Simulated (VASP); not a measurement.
# PtS2 (P-3m1) in VASP: further runs, part 2 of 2

VASP 6.6.1. Earlier steps stand in the parts before.

### Step 3. Relaxation of cell and atoms, PBE+rVV10

File INCAR:

```
ALGO = Fast ; BPARAM = 10.0
CPARAM = 0.0093 ; EDIFF = 1E-7
EDIFFG = -0.02 ; ENCUT = 600
GGA = PE ; IBRION = 2
ISIF = 3 ; ISMEAR = -1
IVDW_NL = 2 ; LASPH = T
LCHARG = F ; LREAL = F
LUSE_VDW = T ; LWAVE = F
NELM = 80 ; NSW = 40
PREC = Accurate ; SIGMA = 0.05
```

File KPOINTS:

```
k-points
0
Gamma
  9 9 5
```

File POSCAR:

```
PtS2
1.0
    3.5432000000      0.0000000000      0.0000000000
   -1.7716000000      3.0685012107      0.0000000000
    0.0000000000      0.0000000000      5.0388000000
Pt S
1 2
Direct
    0.0000000000      0.0000000000      0.0000000000
    0.6666666667      0.3333333333      0.7730000000
    0.3333333333      0.6666666667      0.2270000000
```

Potentials or basis: VASP PAW PBE potentials, release 64 (Pt, S).

The run is started by

```
$ cat potpaw_PBE.64/Pt/POTCAR potpaw_PBE.64/S/POTCAR > POTCAR
$ mpirun -np 1 vasp_std > vasp.out
```

OUTCAR:

```text
BPARAM = 10.0
   EDIFF = 1E-7
   EDIFFG = -0.02
   ENCUT = 600
   GGA = PE
   IBRION = 2
   ISIF = 3
   ISMEAR = -1
   IVDW_NL = 2
   LASPH = T
   LREAL = F
   NELM = 80
   NSW = 40
   PREC = Accurate

 ion  position               nearest neighbor table
   1  0.000  0.000  0.000-   2 2.34   3 2.34   2 2.34   3 2.34   2 2.34   3 2.34
   2  0.667  0.333  0.773-   1 2.34   1 2.34   1 2.34
   3  0.333  0.667  0.227-   1 2.34   1 2.34   1 2.34

  LATTYP: Found a hexagonal cell.
 ALAT       =     3.5432000000
 C/A-ratio  =     1.4221043125

  Lattice vectors:

 A1 = (   3.5432000000,   0.0000000000,   0.0000000000)
 A2 = (  -1.7716000000,   3.0685012107,   0.0000000000)
 A3 = (   0.0000000000,   0.0000000000,   5.0388000000)

[... 733 lines left out ...]

 number of electron      21.9999997 magnetization

------------------------ aborting loop because EDIFF is reached ----------------------------------------
[... 69 lines left out ...]
--------------------------------------- Ionic step       12  -------------------------------------------

 number of electron      21.9999996 magnetization

 Free energy of the ion-electron system (eV)
  ---------------------------------------------------
  ext. energy  EPLUGINS =         0.00000000
  ---------------------------------------------------
  free energy    TOTEN  =       -14.84776210 eV

  energy without entropy =      -14.84774913  energy(sigma->0) =      -14.84775561

 E-fermi :   6.5246     XC(G=0): -10.4940

 val. band max:        6.1203644064   @ k =   0.0000   0.0000   0.0000
 cond. band min:       6.9763533705   @ k =   0.3333   0.3333   0.0000
 fundamental gap:      0.8559889641
 Fermi energy:         6.5246352200

 k-point     1 :       0.0000    0.0000    0.0000
  band No.  band energies     occupation
      1      -8.8490      2.00000
      2      -6.0985      2.00000
      3      -0.4912      2.00000
      4      -0.2164      2.00000
      5      -0.2164      2.00000
      6       2.5129      2.00000
      7       2.5129      2.00000
      8       4.2515      2.00000
      9       5.1252      2.00000
     10       5.1252      2.00000
     11       6.1204      1.99938
     12       8.2753      0.00000
     13       8.2753      0.00000
     14      10.8967      0.00000
[... 445 lines left out ...]
  FREE ENERGIE OF THE ION-ELECTRON SYSTEM (eV)
  ---------------------------------------------------
  free  energy   TOTEN  =       -14.8477620965 eV

  energy  without entropy=      -14.8477491292  energy(sigma->0) =      -14.84775561

 reached required accuracy - stopping structural energy minimisation
```

OSZICAR:

```text
N       E                     dE             d eps       ncg     rms          rms(c)
DAV:   1     0.129616133244E+03    0.12962E+03   -0.11496E+04  1516   0.147E+03
DAV:   2    -0.101590283427E+02   -0.13978E+03   -0.13678E+03  1871   0.265E+02
DAV:   3    -0.160838556450E+02   -0.59248E+01   -0.58974E+01  1997   0.579E+01
[... 130 lines left out ...]
RMM:   5    -0.148477566645E+02   -0.87607E-05   -0.81908E-05  1502   0.661E-02    0.234E-02
RMM:   6    -0.148477610080E+02   -0.43435E-05   -0.25883E-05  1523   0.330E-02    0.808E-03
RMM:   7    -0.148477619533E+02   -0.94528E-06   -0.40255E-06  1515   0.152E-02    0.423E-03
RMM:   8    -0.148477620494E+02   -0.96137E-07   -0.13671E-06  1412   0.763E-03    0.555E-04
RMM:   9    -0.148477620965E+02   -0.47017E-07   -0.19685E-07  1016   0.331E-03
  12 F= -.14847762E+02 E0= -.14847756E+02  d E =-.352713E-03
```

CONTCAR:

```text
PtS2
   1.00000000000000
     3.5784085033829718    0.0000000000000000    0.0000000000000000
    -1.7892042516914859    3.0989926690591987   -0.0000000000000000
    -0.0000000000000000    0.0000000000000001    5.1527502966155403
  Pt              S
     1     2
Direct
     0.0000000000000000    0.0000000000000000    0.0000000000000000
     0.6666666667000030    0.3333333332999970    0.7631568464019329
     0.3333333332999970    0.6666666667000030    0.2368431535980668

  0.00000000E+00  0.00000000E+00  0.00000000E+00
  0.00000000E+00  0.00000000E+00  0.00000000E+00
  0.00000000E+00  0.00000000E+00  0.00000000E+00
```

Wall time 9.1 min (1 thread of Intel Xeon Platinum 8488C (Sapphire Rapids), shared host); peak memory 0.33 GiB.

Results:

| Property | Result |
| --- | --- |
| Free energy | -14.8478 eV |
| Relaxed volume | 19.05 Å³/atom |
| Relaxed cell | a = 3.578 Å, b = 3.578 Å, c = 5.153 Å, α = 90.00°, β = 90.00°, γ = 120.00° |
| Space group after relaxing (to 0.05 Å) | P-3m1 (No. 164) |
| Energy gained by relaxing | 43.0 meV/atom |
| Ionic steps | 12 |
| Pressure after relaxing | -0.1 GPa |
| Largest force after relaxing | 0.009 eV/Å |
| Band gap on the k mesh | 0.86 eV, indirect (least direct gap 1.02 eV) |

Forces on the atoms (eV/Å):
```
Pt   0.000  0.000  0.000
S    0.000  0.000 -0.009
S    0.000  0.000  0.009
```

Stress tensor (GPa, compression positive):
```
-0.03  0.00  0.00
 0.00 -0.03  0.00
 0.00  0.00 -0.13
```

Step by step:
```csv
step,energy change (eV),largest force (eV/Å),pressure (GPa),volume (Å³)
1,0.0000,1.2928,9.80,54.78
2,0.2170,1.2082,-12.64,64.12
3,-0.1180,0.1825,-0.74,57.98
4,-0.1181,0.2164,-0.45,57.87
5,-0.1181,0.2351,-0.27,57.80
6,-0.1257,0.1397,-0.11,57.59
7,-0.1287,0.0315,0.07,57.35
8,-0.1287,0.0271,0.08,57.34
9,-0.1287,0.0068,-0.24,57.42
10,-0.1288,0.0080,-0.11,57.38
11,-0.1289,0.0086,-0.09,57.32
12,-0.1291,0.0095,-0.06,57.14
```

Final structure:
```
Pt S
1.0
     3.57841    0.00000    0.00000
    -1.78920    3.09899    0.00000
     0.00000    0.00000    5.15275
Pt S
1 2
Direct
  0.00000 0.00000 0.00000
  0.66667 0.33333 0.76316
  0.33333 0.66667 0.23684
```

Caveat: spin-orbit coupling is left out, which moves the levels of the heavy elements; an odd mesh through Γ misses points on the zone boundary, where band edges often lie.

### Step 4. Relaxation of cell and atoms, PBE+TS

File INCAR:

```
PREC     = Accurate       # precision mode
ENCUT    = 600            # plane-wave cutoff, eV
EDIFF    = 1E-7           # SCF threshold, eV
ISMEAR   = -1             # smearing method
SIGMA    = 0.05           # smearing width, eV
LREAL    = False          # projectors in reciprocal space
LASPH    = True           # aspherical terms in the spheres
NELM     = 100            # most SCF steps
ALGO     = Normal         # electronic algorithm
ISIF     = 3              # what is computed and relaxed
LWAVE    = False          # write WAVECAR
LCHARG   = False          # write CHGCAR
GGA      = PE             # functional
IVDW     = 2              # dispersion correction
IBRION   = 2              # ionic algorithm
NSW      = 40             # ionic steps
EDIFFG   = -0.005         # ionic threshold
```

File KPOINTS:

```
regular mesh
0
Gamma
  9 9 5
```

POSCAR is that of step 3.

The run is started by

```
$ cat potpaw_PBE.64/Pt/POTCAR potpaw_PBE.64/S/POTCAR > POTCAR
$ mpirun -np 1 vasp_std > vasp.out
```

Run time: 5.4 min. Hardware: 1 thread of Intel Xeon Platinum 8488C (Sapphire Rapids), shared host; peak memory 0.23 GiB.

The run converged. Its results:

```
Free energy                            : -16.0818 eV
Relaxed volume                         : 18.06 Å³/atom
Relaxed cell                           : a = 3.603 Å, b = 3.603 Å, c = 4.819 Å, α = 90.00°, β = 90.00°, γ = 120.00°
Space group after relaxing (to 0.05 Å) : P-3m1 (No. 164)
Energy gained by relaxing              : 43.9 meV/atom
Ionic steps                            : 22
Pressure after relaxing                : 0.0 GPa
Band gap on the k mesh                 : 0.39 eV, indirect (least direct gap 0.92 eV)
Hirshfeld charges                      : Pt +0.19; S -0.09 e
Dispersion energy per atom             : -0.238 eV
```

The path:
| step | energy change (eV) | largest force (eV/Å) | pressure (GPa) | volume (Å³) |
| --- | --- | --- | --- | --- |
| 1 | 0.0000 | 1.2199 | 9.27 | 54.78 |
| 2 | 0.1849 | 1.1404 | -11.93 | 63.59 |
| 3 | -0.1096 | 0.1590 | -0.76 | 57.87 |
| 4 | -0.1098 | 0.1967 | -0.42 | 57.74 |
| 5 | -0.1097 | 0.2146 | -0.25 | 57.68 |
| 6 | -0.1138 | 0.1553 | -0.16 | 57.43 |
| 7 | -0.1164 | 0.0749 | -0.03 | 57.09 |
| 8 | -0.1166 | 0.0498 | 0.01 | 56.99 |
| 9 | -0.1182 | 0.0042 | -0.42 | 56.91 |
| 10 | -0.1200 | 0.0937 | -1.32 | 56.74 |
| 11 | -0.1203 | 0.0932 | -1.32 | 56.70 |
| 12 | -0.1212 | 0.0909 | -1.30 | 56.56 |
| 13 | -0.1229 | 0.0869 | -1.25 | 56.30 |
| 14 | -0.1262 | 0.0791 | -1.12 | 55.77 |
| 15 | -0.1307 | 0.0654 | -0.76 | 54.70 |
| 16 | -0.1253 | 0.0529 | 0.45 | 52.56 |
| 17 | -0.1316 | 0.0441 | -0.50 | 54.32 |
| 18 | -0.1317 | 0.0433 | -0.45 | 54.20 |
| 19 | -0.1318 | 0.0102 | -0.13 | 54.18 |
| 20 | -0.1318 | 0.0010 | -0.04 | 54.18 |
| 21 | -0.1318 | 0.0004 | -0.03 | 54.18 |
| 22 | -0.1318 | 0.0003 | -0.03 | 54.17 |

Final structure:
```
Pt S
1.0
     3.60268    0.00000    0.00000
    -1.80134    3.12001    0.00000
     0.00000    0.00000    4.81902
Pt S
1 2
Direct
  0.00000 0.00000 0.00000
  0.66667 0.33333 0.75136
  0.33333 0.66667 0.24864
```

Levels at points of the mesh, in eV from the valence-band top:
```csv
k point,band 8,band 9,band 10,band 11,band 12,band 13,band 14,band 15
"(0.00, 0.00, 0.00)",-2.23,-1.42,-1.42,0.00,1.53,1.53,4.06,5.04
```

Caveat: spin-orbit coupling is left out, which moves the levels of the heavy elements; an odd mesh through Γ misses points on the zone boundary, where band edges often lie.

### Step 5. Relaxation of cell and atoms, PBE+MBD

File INCAR:

```
SYSTEM = PtS2
ALGO = Normal
EDIFF = 1E-7
EDIFFG = -0.005
ENCUT = 600
GGA = PE
IBRION = 2
ISIF = 3
ISMEAR = -1
IVDW = 202
LASPH = .True.
LCHARG = .False.
LREAL = .False.
LWAVE = .False.
NELM = 80
NSW = 40
PREC = Accurate
SIGMA = 0.05
```

File KPOINTS:

```
k-points
0
Gamma
  9 9 5
  0 0 0
```

POSCAR is that of step 4.

The run is started by

```
$ cat potpaw_PBE.64/Pt/POTCAR potpaw_PBE.64/S/POTCAR > POTCAR
$ mpirun -np 1 vasp_std > vasp.out
```

Wall time 7.6 min (1 thread of Intel Xeon Platinum 8488C (Sapphire Rapids), shared host); peak memory 0.23 GiB.

The run converged. Its results:

- Free energy: -16.1576 eV
- Relaxed volume: 18.63 Å³/atom
- Relaxed cell: a = 3.575 Å, b = 3.575 Å, c = 5.050 Å, α = 90.00°, β = 90.00°, γ = 120.00°
- Space group after relaxing (to 0.05 Å): P-3m1 (No. 164)
- Energy gained by relaxing: 39.3 meV/atom
- Ionic steps: 19
- Pressure after relaxing: 0.0 GPa
- Band gap on the k mesh: 0.73 eV, indirect (least direct gap 1.01 eV)
- Hirshfeld charges: Pt +0.19; S -0.09 e
- Dispersion energy per atom: -0.253 eV

Forces in eV/Å, atoms in the order of the input:
```
Pt   0.000  0.000  0.000
S    0.000  0.000  0.002
S    0.000  0.000 -0.002
```

Step by step:
```
step  energy change (eV)  largest force (eV/Å)  pressure (GPa)  volume (Å³)
   1              0.0000                1.2358            9.00        54.78
   2              0.1801                1.1350          -12.03        63.32
   3             -0.1044                0.1832           -0.87        57.78
   4             -0.1046                0.2247           -0.49        57.64
   5             -0.1045                0.2424           -0.33        57.58
   6             -0.1127                0.1431           -0.14        57.35
   7             -0.1159                0.0359            0.05        57.10
   8             -0.1159                0.0287            0.06        57.09
   9             -0.1161                0.0046           -0.25        57.15
  10             -0.1161                0.0011           -0.21        57.14
  11             -0.1160                0.0062           -0.15        57.13
  12             -0.1161                0.0053           -0.15        57.09
  13             -0.1164                0.0029           -0.15        56.96
  14             -0.1169                0.0018           -0.15        56.70
  15             -0.1176                0.0101           -0.13        56.18
  16             -0.1178                0.0137           -0.12        55.94
  17             -0.1166                0.0893            0.92        55.58
  18             -0.1178                0.0054           -0.03        55.91
  19             -0.1178                0.0021            0.00        55.90
```

Final structure:
```
Pt S
1.0
     3.57518    0.00000    0.00000
    -1.78759    3.09619    0.00000
     0.00000    0.00000    5.05013
Pt S
1 2
Direct
  0.00000 0.00000 0.00000
  0.66667 0.33333 0.75899
  0.33333 0.66667 0.24101
```

Levels at points of the mesh, in eV from the valence-band top:
```csv
k point,band 7,band 8,band 9,band 10,band 11,band 12,band 13,band 14,band 15
"(0.00, 0.00, 0.00)",-3.75,-2.00,-1.12,-1.12,0.00,1.99,1.99,4.62,5.30
```

Caveat: spin-orbit coupling is left out, which moves the levels of the heavy elements; an odd mesh through Γ misses points on the zone boundary, where band edges often lie.

### Step 6. Relaxation of cell and atoms, PBEsol+D3

File INCAR:

```
PREC = Accurate
ENCUT = 600
EDIFF = 1E-6
ISMEAR = -1
SIGMA = 0.05
LREAL = F
LASPH = T
NELM = 80
ALGO = Normal
ISIF = 3
LWAVE = F
LCHARG = F
GGA = PS
IVDW = 11
IBRION = 2
NSW = 40
EDIFFG = -0.01
```

File KPOINTS:

```
regular mesh
0
Gamma
  9 9 5
```

POSCAR is that of step 5.

Potentials or basis: VASP PAW PBE potentials, release 64 (Pt, S).

The run is started by

```
$ cat potpaw_PBE.64/Pt/POTCAR potpaw_PBE.64/S/POTCAR > POTCAR
$ mpirun -np 1 vasp_std > vasp.out
```

It took 5.6 min on 1 thread of Intel Xeon Platinum 8488C (Sapphire Rapids), shared host; peak memory 0.23 GiB.

It converged, with:

| Item | Value |
| --- | --- |
| Free energy | -17.9145 eV |
| Relaxed volume | 16.12 Å³/atom |
| Relaxed cell | a = 3.576 Å, b = 3.576 Å, c = 4.366 Å, α = 90.00°, β = 90.00°, γ = 120.00° |
| Space group after relaxing (to 0.05 Å) | P-3m1 (No. 164) |
| Energy gained by relaxing | 64.4 meV/atom |
| Ionic steps | 30 |
| Pressure after relaxing | 0.0 GPa |
| Largest force after relaxing | 0.009 eV/Å |
| Band gap on the k mesh | none (metal or under the smearing width) |
| Dispersion energy per atom | -0.321 eV |

Forces on the atoms (eV/Å):
```
Pt   0.000  0.000  0.000
S    0.000  0.000 -0.009
S    0.000  0.000  0.009
```

Step by step:
| step | energy change (eV) | largest force (eV/Å) | pressure (GPa) | volume (Å³) |
| --- | --- | --- | --- | --- |
| 1 | 0.0000 | 0.9558 | 4.08 | 54.78 |
| 2 | 0.0496 | 0.4907 | -8.63 | 58.56 |
| 3 | -0.0345 | 0.3450 | -1.43 | 56.20 |
| 4 | -0.0523 | 0.2490 | -1.17 | 55.49 |
| 5 | -0.0719 | 0.0098 | -0.33 | 53.63 |
| 6 | -0.0892 | 0.0083 | -0.17 | 52.84 |
| 7 | -0.1416 | 0.0758 | 0.84 | 50.44 |
| 8 | -0.1405 | 0.0776 | 6.48 | 45.61 |
| 9 | -0.1692 | 0.1817 | 2.70 | 48.68 |
| 10 | -0.1714 | 0.1026 | 4.73 | 46.87 |
| 11 | -0.1755 | 0.1594 | 3.75 | 47.68 |
| 12 | -0.1857 | 0.0226 | 2.11 | 47.67 |
| 13 | -0.1875 | 0.1501 | 1.05 | 47.66 |
| 14 | -0.1876 | 0.1420 | 1.11 | 47.66 |
| 15 | -0.1892 | 0.1242 | 0.86 | 47.82 |
| 16 | -0.1919 | 0.0768 | 0.09 | 48.28 |
| 17 | -0.1922 | 0.0581 | -0.20 | 48.48 |
| 18 | -0.1926 | 0.0298 | -0.01 | 48.44 |
| 19 | -0.1928 | 0.0071 | 0.24 | 48.38 |
| 20 | -0.1928 | 0.0212 | 0.32 | 48.36 |
| 21 | -0.1930 | 0.0160 | 0.04 | 48.42 |
| 22 | -0.1930 | 0.0139 | -0.09 | 48.45 |
| 23 | -0.1930 | 0.0138 | -0.06 | 48.44 |
| 24 | -0.1930 | 0.0152 | -0.01 | 48.43 |
| 25 | -0.1930 | 0.0149 | -0.02 | 48.44 |
| 26 | -0.1930 | 0.0148 | -0.05 | 48.44 |
| 27 | -0.1931 | 0.0135 | -0.04 | 48.42 |
| 28 | -0.1931 | 0.0108 | 0.01 | 48.38 |
| 29 | -0.1931 | 0.0055 | 0.10 | 48.30 |
| 30 | -0.1931 | 0.0091 | 0.02 | 48.35 |

Final structure:
```
Pt S
1.0
     3.57585    0.00000    0.00000
    -1.78792    3.09678    0.00000
     0.00000    0.00000    4.36619
Pt S
1 2
Direct
  0.00000 0.00000 0.00000
  0.66667 0.33333 0.72969
  0.33333 0.66667 0.27031
```

Levels at points of the mesh, in eV from the Fermi level:
```
           k point  band 9  band 10  band 11  band 12  band 13  band 14
(0.00, 0.00, 0.00)   -1.60    -1.60     0.44     0.87     0.87     3.01
```

Caveat: the PAW data sets were made with another functional, which shifts forces and pressure a little; the volume moved by -12 % from the deposited cell, more than functionals usually miss; pairwise dispersion overbinds metals, which lowers pressure and volume. The run has no spin-orbit coupling, so splittings on Pt are missing.

### Step 7. For comparison

An earlier run on the cell as given: functional PBEsol; potentials or basis VASP PAW PBE potentials, release 64 (Pt, S); cutoff 520 eV; k mesh 9 × 9 × 5; occupations fermi-dirac, width 0.05 eV; no spin polarisation.

- Pressure: 6.1 GPa
- Largest force: 0.930 eV/Å
- Band gap on the k mesh: 0.96 eV, indirect (least direct gap 1.00 eV)

### Step 8. Overview

```csv
task,level,cell,cutoff (eV),ladder,gap on the mesh (eV),pressure (GPa),relaxed volume (Å³/atom),largest force (eV/Å)
relaxation of cell and atoms,PBE+D4,relaxed,600,-,0.20,0.0,17.41,-
relaxation of cell and atoms,PBE+rVV10,relaxed,600,-,0.86,-0.1,19.05,0.01
relaxation of cell and atoms,PBE+TS,relaxed,600,-,0.39,0.0,18.06,-
relaxation of cell and atoms,PBE+MBD,relaxed,600,-,0.73,0.0,18.63,-
relaxation of cell and atoms,PBEsol+D3,relaxed,600,-,none,0.0,16.12,0.01
single point,PBEsol,as given,520,free,0.96,6.1,-,0.93
```

Alike in all rows: potentials or basis VASP PAW PBE potentials, release 64 (Pt, S); no spin polarisation; k mesh 9 × 9 × 5; smearing fermi-dirac 0.05 eV.

Caveats: spin-orbit coupling is left out, which moves the levels of the heavy elements (some runs); an odd mesh through Γ misses points on the zone boundary, where band edges often lie (some runs); the PAW data sets were made with another functional, which shifts forces and pressure a little (some runs); the volume moved by -12 % from the deposited cell, more than functionals usually miss (some runs); pairwise dispersion overbinds metals, which lowers pressure and volume (some runs).

Total energies depend on the potentials used, so only differences within one code and one set of settings carry meaning.
